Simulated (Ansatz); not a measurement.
# Cu (Copper): how the settings move a relaxation

How sensitive is a relaxation of Cu (Copper) to its settings? A reference run comes first, then one run with altered input.

Program: Ansatz 0.2.0. Level of theory: reference: DFT, PBEsol, PAW with Ansatz's default frozen-core files, scalar-relativistic; relaxation of cell and atoms. These are calculated values, not measurements.

3 further runs of the same task are left out: 3 that didn't finish.

## (1) The structure to begin with

The structure is cubic, space group Fm-3m (No. 225). The conventional cell has a = 3.615 Å, b = 3.615 Å, c = 3.615 Å, α = 90.00°, β = 90.00°, γ = 90.00°. Around Cu (site symmetry m-3m) lie 12 Cu at 2.56 Å.

Coordinates:

```
Cu
1.0
     0.00000    1.80750    1.80750
     1.80750    0.00000    1.80750
     1.80750    1.80750    0.00000
Cu
1
Direct
  0.00000 0.00000 0.00000
```

## (2) Reference

input.yaml reads:

```yaml
crystal:
  lattice:
    - [0.0, 1.8075, 1.8075]
    - [1.8075, 0.0, 1.8075]
    - [1.8075, 1.8075, 0.0]
  atoms:
    - { symbol: Cu, position: [0.0, 0.0, 0.0] }
kpoints:
  mp_grid: { grid: [24, 24, 24] }
scf:
  occupations: { method: fermi_dirac, width: 0.05 }
hamiltonian:
  xc: pbesol
  pseudopotentials: { kind: paw }
relax:
  f_tol: 0.002
  max_steps: 80
  cell: {}
output:
  forces: true
  stress: true
```

Launch:

```bash
$ ansatz run input.yaml --threads 2 --pin off --max-ram 5120MiB --backend cpu --events-out ev --progress --plain --runs-dir out
```

## (3) Changed: chi_scale 0.0, n_extra_bands 1

input.yaml: that of step 2 with these lines changed.

```diff
@@ -11,2 +11,4 @@
   occupations: { method: fermi_dirac, width: 0.05 }
+  initial_density: { chi_scale: 0.0 }
+  n_extra_bands: 1
 hamiltonian:
@@ -21 +23,5 @@
   stress: true
+  write_density: true
+  write_potential: true
+  elf: true
+  volumetric_format: npy
```

Before running it: what results should come out? Wanted: for each run, ending; energy change; pressure; gap; force.

The runs gave:

| run | ending | energy change | pressure (GPa) | gap (eV) | force (eV/Å) | cycles | time |
| --- | --- | --- | --- | --- | --- | --- | --- |
| reference | converged | 0 | 0.0 | 0.00 | 0.00 | 30 | 8.1 s |
| 1: chi_scale 0.0, n_extra_bands 1 | converged | 0.0 meV/atom | 0.0 | 0.00 | 0.00 | 28 | 8.2 s |

Times don't compare one to one where runs were asked for different outputs or read a saved state (see the inputs); cycles may leave out searches for a lower state.

What this shows: Same state: the changed start and band count leaves the energy within 0.5 meV/atom.
